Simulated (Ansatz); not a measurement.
Level of theory: DFT PBE, scalar-relativistic, plane waves, PAW in Ansatz. Settings: cutoff 420 eV, Γ-centred meshes spaced at most about 0.3 Å⁻¹ (2π included), Gaussian smearing. No spin polarisation in the final relaxations.

These are static total energies at zero pressure. All come from trial cells, and lower structures may exist.

Problem. Which of these relaxed structures of CaO is the lowest in energy?
A.

```
Ca O
1.0
     2.93423    0.00000    0.00000
     0.00000    2.93423    0.00000
     0.00000    0.00000    2.93423
Ca O
1 1
Direct
  0.00000 0.00000 0.00000
  0.50000 0.50000 0.50000
```

B.

```
Ca O
1.0
     0.00000    2.62171    2.62171
     2.62171    0.00000    2.62171
     2.62171    2.62171    0.00000
Ca O
1 1
Direct
  0.00000 0.00000 0.00000
  0.75000 0.75000 0.75000
```

C.

```
Ca O
1.0
     3.30049    0.00000    0.00000
    -1.65025    2.85831    0.00000
     0.00000    0.00000    2.99871
Ca O
1 1
Cartesian
  0.0000 0.0000 0.0000
  0.0000 1.9055 1.4994
```

Solution. B. It has the zinc blende type, space group F-43m (No. 216); the next, C, with the tungsten carbide type, space group P-6m2 (No. 187), lies 71 meV/atom higher. Counting O atoms around Ca (those within 1.25 times the shortest such distance or 1.15 times the sum of covalent radii), the lowest has Ca 4 and the next has Ca 6.

A magnetic state wasn't ruled out in cells without spin, among them P-6m2. Cells relaxed within their symmetry can be saddle points. The part of the Crystallography Open Database at hand lists CaO in space group No. 225, which no cell shown has. Some structure types and database cells were kept out of the candidates from the start, so a known form may be missing.
